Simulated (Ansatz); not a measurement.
# Electron scattering at the Σ9 (114) boundary in bcc W with P (substitutional)

Aim: the relaxed structure and the specific resistance of the Σ9 (114) boundary in bcc W with P (substitutional).

Calculated with Ansatz 0.2.0; Ansatz plane-wave DFT, PBE, PAW files; relaxation of a bicrystal slab with its lowest layers held; PAW set soft_1, in the first sound run; inputs show where later runs differ.

## Step 1: The structure

The cell holds 25 atoms: 24 W and 1 P. Cell: a = 5.248 Å, b = 4.476 Å, c = 29.649 Å, α = 90.0°, β = 90.0°, γ = 64.8°. It derives from W. built on the (1 1 4) plane; 2 overlapping atoms removed and the grains opened by 0 Å. Vacuum lies along c.

## Step 2: Relaxing the bicrystal

The boundary is built by mirroring the lower grain in the boundary plane and removing any atoms that overlap; then the P is put in at the boundary. A thin bicrystal slab is relaxed first, with the lowest layers held and the upper grain free to shift and open.

File input.yaml:

```yaml
crystal:
  lattice:
    - [5.2482270683, 0.0, 0.0]
    - [1.9084462066, 4.0484257627, 0.0]
    - [0.0, 0.0, 29.6487628425]
  atoms:
    - { symbol: W, position: [0.8888888889, 0.0555555557, 0.1686411007] }
    - { symbol: W, position: [0.4444444445, 0.7777777779, 0.1938006838] }
    - { symbol: W, position: [0.0, 0.5000000001, 0.218960267] }
    - { symbol: W, position: [0.5555555556, 0.2222222223, 0.2441198501] }
    - { symbol: W, position: [0.1111111111, 0.9444444445, 0.2692794333] }
    - { symbol: W, position: [0.6666666667, 0.6666666667, 0.2944390164] }
    - { symbol: W, position: [0.2222222222, 0.3888888889, 0.3195985995] }
    - { symbol: W, position: [0.7777777778, 0.1111111111, 0.3447581827] }
    - { symbol: W, position: [0.3333333333, 0.8333333334, 0.3699177658] }
    - { symbol: W, position: [0.8888888889, 0.5555555556, 0.3950773489] }
    - { symbol: W, position: [0.4444444444, 0.2777777778, 0.4202369321] }
    - { symbol: P, position: [0.0, 0.0, 0.4453965152] }
    - { symbol: W, position: [0.8888888889, 0.5555555556, 0.4957156815] }
    - { symbol: W, position: [0.3333333333, 0.8333333334, 0.5208752646] }
    - { symbol: W, position: [0.7777777778, 0.1111111111, 0.5460348478] }
    - { symbol: W, position: [0.2222222222, 0.3888888889, 0.5711944309] }
    - { symbol: W, position: [0.6666666667, 0.6666666667, 0.5963540141] }
    - { symbol: W, position: [0.1111111111, 0.9444444445, 0.6215135972] }
    - { symbol: W, position: [0.5555555556, 0.2222222223, 0.6466731803] }
    - { symbol: W, position: [0.0, 0.5000000001, 0.6718327635] }
    - { symbol: W, position: [0.4444444445, 0.7777777779, 0.6969923466] }
    - { symbol: W, position: [0.8888888889, 0.0555555557, 0.7221519297] }
    - { symbol: W, position: [0.3333333334, 0.3333333334, 0.7473115129] }
    - { symbol: W, position: [0.7777777778, 0.6111111112, 0.772471096] }
    - { symbol: W, position: [0.2222222223, 0.888888889, 0.7976306792] }
kpoints:
  mp_grid: { grid: [6, 6, 1] }
hamiltonian:
  xc: pbe
  pseudopotentials: { kind: paw, azcp: { folder: soft_1 } }
scf:
  occupations: { method: fermi_dirac, width: 0.1 }
relax:
  f_tol: 0.03
  max_steps: 80
  constraints: [{ sites: [0, 1, 2, 3, 4] }]
```

Run with:

```
$ ansatz run input.yaml --threads 4 --pin off --max-ram 15360MiB --backend cpu --events-out ev --progress --plain --runs-dir out
```

Numbers of over 12 decimals in the logs are rounded to 6 here.

The log of the run:

```text
Engine: ansatz 0.2.0, aarch64-unknown-linux-gnu
Pseudopotentials: kind: paw
Pseudopotential: W, paw, valence charge 14, recommended cutoff 420 eV (normal), soft_1/W.paw.azcp
Pseudopotential: P, paw, valence charge 5, recommended cutoff 420 eV (normal), soft_1/P.paw.azcp
Functional definition: PBE
  parameter kappa = 0.804
  parameter beta = 0.066725
  exchange = pbe_x(kappa = kappa, mu = beta*pi^2/3)
  correlation = pbe_c(beta = beta)
Crystal: 25 atoms, lattice volume = 629.949 Å³
Basis set: ecut = 420 eV, 12319 PW (Γ), exchange–correlation on 72×60×400 points (8 copies of the dense FFT grid, shifted against one another)
Bands: 205, of which v1, the nominal top of the filled ones, is band 171 counted from 1 (170 counted from 0)
Symmetry: 2 space group operations
Space group: Cm (ITA 8), of the structure as read, at distance tolerance 8.6e-5 Å
k-points: 13 of 36 (time reversal used)
Non-local potential: W, projectors of the file, l = 0: 3, l = 1: 2, l = 2: 2, l = 3: 1
Non-local potential: P, projectors of the file, l = 0: 2, l = 1: 2, l = 2: 1
PAW form: soft (Blöchl's): semilocal exchange-correlation on the pseudo side does not see the compensation charge
PAW one-centre angular grid: W, 590 points (default); XC on 64 Gauss nodes
PAW one-centre angular grid: P, 110 points (default); XC on 64 Gauss nodes
Initial density: superposition of atomic densities (neutral atoms: chi_scale 0, normalization atom)
Initial wavefunctions: pseudopotential atomic-orbital guess
Functional: x = pbe(κ = 0.804, μ = 0.219515), c = pbe(β = 0.066725)
SCF iter   1: F=—  HF=-250015.982403 eV  |F-HF|=—  |Δ(HF+E_count)|=         —  Δρ=5.71e-2  dr2=1.53e2  ethr=3.10e-3  ⟨swp⟩=8.4  Hψ=11538  notcnv=0
preconditioner: auto → LDOS  [metal: Δε(μ)=0.011 eV  Ē_g=5.112 eV  σ=0.100 eV  W_gap=0.03  n_scr=148 (ndim 8)  ℏωp=18.1 eV  f_vac=0.281  D(μ)=16.79/eV (n_scr^D=114)  β→1.0]
SCF iter   2: F=—  HF=-250015.022331 eV  |F-HF|=—  |Δ(HF+E_count)|=   9.60e-1  Δρ=5.70e-2  dr2=3.23e2  ethr=3.10e-3  ⟨swp⟩=12.4  Hψ=12546  notcnv=0  defer=11
SCF iter   3: F=—  HF=-250004.406739 eV  |F-HF|=—  |Δ(HF+E_count)|=    1.06e1  Δρ=1.09e-2  dr2=4.66e0  ethr=3.10e-3  ⟨swp⟩=8.4  Hψ=7908  notcnv=0  defer=7
SCF iter   4: F=—  HF=-250004.160633 eV  |F-HF|=—  |Δ(HF+E_count)|=   2.46e-1  Δρ=3.21e-3  dr2=2.27e-1  ethr=1.37e-3  ⟨swp⟩=5.1  Hψ=4797  notcnv=0  defer=6
SCF iter   5: F=—  HF=-250004.121042 eV  |F-HF|=—  |Δ(HF+E_count)|=   3.96e-2  Δρ=1.01e-3  dr2=4.44e-2  ethr=6.64e-5  ⟨swp⟩=5.0  Hψ=5018  notcnv=0  defer=6
SCF iter   6: F=—  HF=-250004.121131 eV  |F-HF|=—  |Δ(HF+E_count)|=   8.86e-5  Δρ=5.48e-4  dr2=7.55e-3  ethr=1.30e-5  ⟨swp⟩=2.3  Hψ=3777  notcnv=0  defer=2
SCF iter   7: F=—  HF=-250004.120028 eV  |F-HF|=—  |Δ(HF+E_count)|=   1.10e-3  Δρ=1.52e-4  dr2=6.26e-4  ethr=2.21e-6  ⟨swp⟩=2.5  Hψ=4275  notcnv=0  defer=1
SCF iter   8: F=—  HF=-250004.120027 eV  |F-HF|=—  |Δ(HF+E_count)|=   9.71e-7  Δρ=5.88e-5  dr2=1.23e-4  ethr=1.84e-7  ⟨swp⟩=2.8  Hψ=4400  notcnv=0
SCF iter   9: F=-250004.120027 eV  HF=-250004.120029 eV  |F-HF|=2.63e-6  |Δ(HF+E_count)|=   2.74e-6  Δρ=2.09e-5  dr2=9.72e-6  ethr=6.60e-9  ⟨swp⟩=3.7  Hψ=10162  notcnv=0
SCF 1 converged in 9 iterations: F = -250004.120027 eV  dr2 = 9.72e-6
  greatest PAW one-centre occupation: 0.999 electrons in one spin orbital (limit 2), on the W atom at site 15 (counted from 0), in its partial waves of l = 0
relax step   1: F+E_penalty+E_count = -250004.12002666 eV  Δ(F+E_penalty+E_count) = +0.000e0 eV  max|allowed force component| = 2.519e0 eV/Å  Δτ_max = 0.0000 Å  (9 SCF iters, dr2 threshold 2.25e-5 eV, accepted)
Initial density: handed on by an earlier stage of this run
Initial wavefunctions: those handed on with the density
iter 1 solved again at ethr=1.03e-3 eV; its pass at ethr=3.10e-3 eV (dr2=3.52e0 eV) is discarded
SCF iter   1: F=—  HF=-250005.048665 eV  |F-HF|=—  |Δ(HF+E_count)|=         —  Δρ=1.09e-2  dr2=3.66e0  ethr=1.03e-3  ⟨swp⟩=3.0  Hψ=9533  notcnv=0  defer=1
preconditioner: auto → LDOS  [metal: Δε(μ)=0.010 eV  Ē_g=4.698 eV  σ=0.100 eV  W_gap=0.02  n_scr=148 (ndim 8)  ℏωp=18.1 eV  f_vac=0.289  D(μ)=16.82/eV (n_scr^D=114)  β→1.0]
SCF iter   2: F=—  HF=-250004.914825 eV  |F-HF|=—  |Δ(HF+E_count)|=   1.34e-1  Δρ=4.50e-3  dr2=5.49e-1  ethr=1.03e-3  ⟨swp⟩=4.9  Hψ=4405  notcnv=0  defer=1
SCF iter   3: F=—  HF=-250004.849686 eV  |F-HF|=—  |Δ(HF+E_count)|=   6.51e-2  Δρ=1.54e-3  dr2=4.76e-2  ethr=1.61e-4  ⟨swp⟩=3.5  Hψ=5046  notcnv=0  defer=1
SCF iter   4: F=—  HF=-250004.839458 eV  |F-HF|=—  |Δ(HF+E_count)|=   1.02e-2  Δρ=2.99e-4  dr2=1.75e-3  ethr=1.40e-5  ⟨swp⟩=2.9  Hψ=5000  notcnv=0
SCF iter   5: F=—  HF=-250004.839579 eV  |F-HF|=—  |Δ(HF+E_count)|=   1.22e-4  Δρ=1.08e-4  dr2=1.89e-4  ethr=5.13e-7  ⟨swp⟩=2.5  Hψ=4455  notcnv=0
SCF iter   6: F=-250004.839604 eV  HF=-250004.839626 eV  |F-HF|=2.16e-5  |Δ(HF+E_count)|=   4.62e-5  Δρ=5.29e-5  dr2=5.00e-5  ethr=2.93e-8  ⟨swp⟩=2.7  Hψ=10057  notcnv=0
SCF 2 converged in 6 iterations: F = -250004.839604 eV  dr2 = 5.00e-5
  greatest PAW one-centre occupation: 0.999 electrons in one spin orbital (limit 2), on the W atom at site 21 (counted from 0), in its partial waves of l = 0
relax step   2: F+E_penalty+E_count = -250004.83960401 eV  Δ(F+E_penalty+E_count) = -7.196e-1 eV  max|allowed force component| = 1.161e0 eV/Å  Δτ_max = 0.1949 Å  (6 SCF iters, dr2 threshold 1.00e-4 eV, accepted)
SCF iter   1: F=—  HF=-250005.900711 eV  |F-HF|=—  |Δ(HF+E_count)|=         —  Δρ=1.90e-2  dr2=2.36e1  ethr=3.10e-3  ⟨swp⟩=6.0  Hψ=7270  notcnv=0
preconditioner: auto → LDOS  [metal: Δε(μ)=0.008 eV  Ē_g=4.730 eV  σ=0.100 eV  W_gap=0.02  n_scr=148 (ndim 8)  ℏωp=18.1 eV  f_vac=0.294  D(μ)=16.81/eV (n_scr^D=114)  β→1.0]
SCF iter   2: F=—  HF=-250005.501405 eV  |F-HF|=—  |Δ(HF+E_count)|=   3.99e-1  Δρ=5.22e-3  dr2=5.02e-1  ethr=3.10e-3  ⟨swp⟩=2.0  Hψ=3362  notcnv=0
SCF iter   3: F=—  HF=-250005.456982 eV  |F-HF|=—  |Δ(HF+E_count)|=   4.44e-2  Δρ=3.12e-3  dr2=2.28e-1  ethr=1.47e-4  ⟨swp⟩=3.1  Hψ=5564  notcnv=0
SCF iter   4: F=—  HF=-250005.426035 eV  |F-HF|=—  |Δ(HF+E_count)|=   3.09e-2  Δρ=4.23e-4  dr2=3.26e-3  ethr=6.69e-5  ⟨swp⟩=2.2  Hψ=3863  notcnv=0
SCF iter   5: F=—  HF=-250005.425027 eV  |F-HF|=—  |Δ(HF+E_count)|=   1.01e-3  Δρ=1.68e-4  dr2=4.04e-4  ethr=9.57e-7  ⟨swp⟩=2.9  Hψ=4655  notcnv=0
SCF iter   6: F=—  HF=-250005.425092 eV  |F-HF|=—  |Δ(HF+E_count)|=   6.54e-5  Δρ=7.36e-5  dr2=9.32e-5  ethr=1.19e-7  ⟨swp⟩=2.1  Hψ=3669  notcnv=0
SCF iter   7: F=-250005.425084 eV  HF=-250005.425089 eV  |F-HF|=4.26e-6  |Δ(HF+E_count)|=   3.54e-6  Δρ=2.19e-5  dr2=9.74e-6  ethr=2.47e-8  ⟨swp⟩=5.0  Hψ=8569  notcnv=0
SCF 3 converged in 7 iterations: F = -250005.425084 eV  dr2 = 9.74e-6
relax step   3: F+E_penalty+E_count = -250005.42508435 eV  Δ(F+E_penalty+E_count) = -5.855e-1 eV  max|allowed force component| = 5.339e-1 eV/Å  Δτ_max = 0.1948 Å  (7 SCF iters, dr2 threshold 8.43e-5 eV, accepted)
[... from here on, the SCF cycles and remarks between the steps are left out ...]
relax step   4: F+E_penalty+E_count = -250005.73198686 eV  Δ(F+E_penalty+E_count) = -3.069e-1 eV  max|allowed force component| = 2.293e-1 eV/Å  Δτ_max = 0.1949 Å  (7 SCF iters, dr2 threshold 6.03e-5 eV, accepted)
relax step   5: F+E_penalty+E_count = -250005.91152458 eV  Δ(F+E_penalty+E_count) = -1.795e-1 eV  max|allowed force component| = 3.173e-1 eV/Å  Δτ_max = 0.2000 Å  (8 SCF iters, dr2 threshold 9.71e-6 eV, accepted)
relax step   6: F+E_penalty+E_count = -250005.97230539 eV  Δ(F+E_penalty+E_count) = -6.078e-2 eV  max|allowed force component| = 2.131e-1 eV/Å  Δτ_max = 0.1727 Å  (7 SCF iters, dr2 threshold 1.86e-5 eV, accepted)
relax step   7: F+E_penalty+E_count = -250005.97616004 eV  Δ(F+E_penalty+E_count) = -3.855e-3 eV  max|allowed force component| = 3.780e-1 eV/Å  Δτ_max = 0.0927 Å  (6 SCF iters, dr2 threshold 2.05e-5 eV, accepted)
relax step   8: F+E_penalty+E_count = -250005.98802701 eV  Δ(F+E_penalty+E_count) = -1.187e-2 eV  max|allowed force component| = 3.005e-2 eV/Å  Δτ_max = 0.0421 Å  (5 SCF iters, dr2 threshold 6.45e-5 eV, accepted)
relax step   9: F+E_penalty+E_count = -250005.98803149 eV  Δ(F+E_penalty+E_count) = -4.480e-6 eV  max|allowed force component| = 3.019e-2 eV/Å  Δτ_max = 0.0000 Å  (5 SCF iters, accepted)
relax step  10: F+E_penalty+E_count = -250005.98833121 eV  Δ(F+E_penalty+E_count) = -2.997e-4 eV  max|allowed force component| = 3.412e-2 eV/Å  Δτ_max = 0.0108 Å  (6 SCF iters, accepted)
relax step  11: F+E_penalty+E_count = -250005.98854712 eV  Δ(F+E_penalty+E_count) = -2.159e-4 eV  max|allowed force component| = 7.222e-3 eV/Å  Δτ_max = 0.0039 Å  (4 SCF iters, dr2 threshold 1.16e-6 eV, accepted)
iter 1 solved again at ethr=1.46e-10 eV; its pass at ethr=3.10e-3 eV (dr2=4.98e-7 eV) is discarded
SCF iter   1: F=—  HF=-250005.988541 eV  |F-HF|=—  |Δ(HF+E_count)|=         —  Δρ=7.04e-6  dr2=4.98e-7  ethr=1.46e-10  ⟨swp⟩=2.0  Hψ=6342  notcnv=0
SCF iter   2: F=—  HF=-250005.988547 eV  |F-HF|=—  |Δ(HF+E_count)|=   6.40e-6  Δρ=5.00e-6  dr2=3.31e-7  ethr=1.46e-10  ⟨swp⟩=2.1  Hψ=4884  notcnv=0
SCF iter   3: F=-250005.988547 eV  HF=-250005.988547 eV  |F-HF|=3.32e-9  |Δ(HF+E_count)|=   6.94e-8  Δρ=8.94e-7  dr2=9.10e-9  ethr=2.93e-11  ⟨swp⟩=2.5  Hψ=10290  notcnv=0
SCF 12 converged in 3 iterations: F = -250005.988547 eV  dr2 = 9.10e-9
relax step  12: F+E_penalty+E_count = -250005.98854742 eV  Δ(F+E_penalty+E_count) = -3.037e-7 eV  max|allowed force component| = 7.436e-3 eV/Å  Δτ_max = 0.0000 Å  (3 SCF iters, accepted)
SCF converged after 3 iterations
Free energy (F): -250005.988547 eV
Harris-Foulkes:  -250005.988547 eV  (|F-HF|=3.32e-9)
Internal energy: -250005.451228 eV  (E = F + TS)
E sigma→0 (E₀):  -250005.719888 eV
Entropy (-TS):   -0.537320 eV (-21.493 meV/atom)
Fermi energy:    12.330549 eV
--- Per-component energies (eV) ---
  E_band       = -5332.417269
  E_kinetic    = 10169.030746
  E_local      = -329488.039722  (includes V_loc(G=0)·N_el)
  E_nonlocal   = -573.507481
  E_hartree    = 162028.623207
  E_xc         = -6481.475680
  E_vxc        = -5591.724996  (∫ρ·V_xc dr)
  E_paw        = -206425.238971  (= ΣΔE_a)
  E_vpaw       = -3905.436519  (= ΣTr[D̂ρ^β])
  E_aug_tail   = 0.003581  (compensation charges beyond the density's cutoff)
  E_ewald      = 120765.153092
  E_smearing   = -0.537320  (= −TS)
  E_closure    = 0.000000  (closes the sum)
  Σ components = -250005.988547   (vs F -250005.988547, Δ=0.00e0)
--- Forces (eV/Å), atoms counted from 1 ---
  atom   1  W      0.05142154    -0.02424035     2.57903049
  atom   2  W     -0.36015598     0.16977916    -0.01983644
  atom   3  W      0.00469856    -0.00221492    -1.27284912
  atom   4  W      0.08212691    -0.03871499    -1.23206610
  atom   5  W      0.22589705    -0.10648889    -0.04426200
  atom   6  W      0.00067999    -0.00032055     0.00134555
  atom   7  W      0.00116204    -0.00054779    -0.00310937
  atom   8  W     -0.00270140     0.00127345    -0.00604237
  atom   9  W     -0.00326163     0.00153755    -0.00296451
  atom  10  W      0.00202437    -0.00095430    -0.00108637
  atom  11  W      0.00358767    -0.00169124    -0.00045956
  atom  12  P      0.00089846    -0.00042354     0.00285641
  atom  13  W     -0.00328390     0.00154804    -0.00743613
  atom  14  W      0.00217671    -0.00102611    -0.00062862
  atom  15  W      0.00041210    -0.00019427    -0.00147128
  atom  16  W     -0.00305835     0.00144172    -0.00197318
  atom  17  W     -0.00005995     0.00002826     0.00458648
  atom  18  W      0.00128784    -0.00060709     0.00165863
  atom  19  W     -0.00340131     0.00160340    -0.00086195
  atom  20  W      0.00048893    -0.00023048     0.00091230
  atom  21  W      0.00034824    -0.00016416     0.00107802
  atom  22  W      0.00209546    -0.00098781     0.00080026
  atom  23  W     -0.00256119     0.00120735    -0.00052697
  atom  24  W      0.00033418    -0.00015753     0.00142810
  atom  25  W     -0.00112729     0.00053141     0.00184557
  max |Σ_I F_I| component: 3.22e-5 eV/Å
--- Relaxed structure (12 steps of the walk, 12 accepted, 0 SCFs on fresh bases) ---
  F+E_penalty+E_count = -250005.98854742 eV   max|allowed force component| = 7.436e-3 eV/Å
  atoms:
    - { symbol: W, position: [0.888889, 0.055556, 0.1686411007] }
    - { symbol: W, position: [0.444444, 0.777778, 0.193801] }
    - { symbol: W, position: [2.7755575615628914e-17, 0.500000, 0.218960] }
    - { symbol: W, position: [0.5555555556, 0.222222, 0.244120] }
    - { symbol: W, position: [0.111111, 0.944444, 0.269279] }
    - { symbol: W, position: [0.663568, 0.668216, 0.294024] }
    - { symbol: W, position: [0.226135, 0.386932, 0.320088] }
    - { symbol: W, position: [0.771024, 0.114488, 0.344686] }
    - { symbol: W, position: [0.333033, 0.833484, 0.373496] }
    - { symbol: W, position: [0.892398, 0.553801, 0.390545] }
    - { symbol: W, position: [0.454324, 0.272838, 0.434828] }
    - { symbol: P, position: [-0.016997, 0.00849866, 0.434097] }
    - { symbol: W, position: [0.901236, 0.549382, 0.477561] }
    - { symbol: W, position: [0.341233, 0.829383, 0.494829] }
    - { symbol: W, position: [0.779151, 0.110425, 0.523594] }
    - { symbol: W, position: [0.231620, 0.384190, 0.548509] }
    - { symbol: W, position: [0.668131, 0.665935, 0.573939] }
    - { symbol: W, position: [0.115764, 0.942118, 0.599092] }
    - { symbol: W, position: [0.562709, 0.218646, 0.624203] }
    - { symbol: W, position: [0.010262, 0.494869, 0.649569] }
    - { symbol: W, position: [0.456686, 0.771657, 0.674805] }
    - { symbol: W, position: [0.896027, 0.051986, 0.701820] }
    - { symbol: W, position: [0.339087, 0.330457, 0.727427] }
    - { symbol: W, position: [0.765737, 0.617131, 0.748664] }
    - { symbol: W, position: [0.231853, 0.884074, 0.770615] }
```

Wall time 9.6 min (4 threads of Arm Neoverse V1, shared host); peak memory 3 GiB; 37 min of CPU time.

The steps of the relaxation:

```csv
step,energy less that of the first step (eV),largest force component (eV/Å)
1,0.0000,2.5190
2,-0.7196,1.1611
3,-1.3051,0.5339
4,-1.6120,0.2293
5,-1.7915,0.3173
6,-1.8523,0.2131
7,-1.8561,0.3780
8,-1.8680,0.0300
9,-1.8680,0.0302
10,-1.8683,0.0341
11,-1.8685,0.0072
12,-1.8685,0.0074
```

Forces are held to the 2 operations that the run works with; a distortion that breaks them can't arise in this run.

The atoms that moved most (Å):

```csv
atom,dx,dy,dz,length
W25,0.041,-0.019,-0.801,0.802
W14,0.034,-0.016,-0.772,0.773
W24,-0.052,0.024,-0.706,0.708
W16,0.040,-0.019,-0.673,0.674
W19,0.031,-0.014,-0.666,0.667
W15,0.006,-0.003,-0.665,0.665
W18,0.020,-0.009,-0.665,0.665
W17,0.006,-0.003,-0.665,0.665
```

Numbers from this step:

```
free energy             : -250005.9885 eV
energy at zero smearing : -250005.7199 eV
Fermi energy            : 12.33 eV
```

The largest force component on a free atom ends at 0.0074 eV/Å, under the tolerance of 0.03, after 12 steps.

[end of part 1 of 2]

[Logs are printed without paths, hosts, clocks, repeated set-up lines and the standing remarks that a program may print on its own settings, such as how far it seeks lower states.]

[Hosts, paths, dates, database ids (printed as entryN), source tags and the programs' standing remarks are cut or masked in the printed files.]
